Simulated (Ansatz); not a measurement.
Crystal: TiAl3.

```
Ti Al
1.0
    -1.91111    1.91111    4.28067
     1.91111   -1.91111    4.28067
     1.91111    1.91111   -4.28067
Ti Al
1 3
Direct
  0.00000 0.00000 0.00000
  0.25000 0.75000 0.50000
  0.75000 0.25000 0.50000
  0.50000 0.50000 0.00000
```

The cell comes from a database or a generator and needn't be the stable form of this composition.

```yaml
Program: Ansatz 0.2.0
Task: relaxation of cell and atoms
Functional: BLYP
Potentials_or_basis: Ansatz PAW
Cutoff: "420 eV (not typed: the program's choice for these potentials)"
k_mesh: 10 × 10 × 10
Occupations: fermi-dirac, width 0.05 eV
Spin: no spin polarisation
```

At the start: volume 15.63 Å³/atom.

**Question.** Where does the relaxation end?

**Answer.** It ends after 7 steps and the volume is 16.44 Å³/atom (+5.1 %); space group I4/mmm (No. 139, to 0.05 Å).

The path:
```tsv
step	energy change (eV)	largest force (eV/Å)	volume (Å³)
1	0.0000	0.0000	62.54
2	-0.0409	0.0000	66.73
3	-0.0474	0.0000	65.79
4	-0.0475	0.0000	65.71
5	-0.0494	0.0000	65.71
6	-0.0494	0.0000	65.74
7	-0.0494	0.0000	65.74
```

Final structure:
```cif
data_structure
_symmetry_space_group_name_H-M 'P 1'
_symmetry_Int_Tables_number 1
_cell_length_a 5.1577
_cell_length_b 5.1577
_cell_length_c 5.1577
_cell_angle_alpha 135.814
_cell_angle_beta 135.814
_cell_angle_gamma 64.268
_cell_volume 65.74
loop_
_atom_site_label
_atom_site_type_symbol
_atom_site_fract_x
_atom_site_fract_y
_atom_site_fract_z
_atom_site_occupancy
Ti1 Ti 0.00000 0.00000 0.00000 1
Al1 Al 0.25000 0.75000 0.50000 1
Al2 Al 0.75000 0.25000 0.50000 1
Al3 Al 0.50000 0.50000 0.00000 1
```

Caveat: the plane-wave basis is chosen anew once the cell has moved, so the energies of steps on either side of that aren't comparable; the PAW data sets come from PBE, with cores solved anew for the run's functional, which leaves a small shift of forces and pressure.
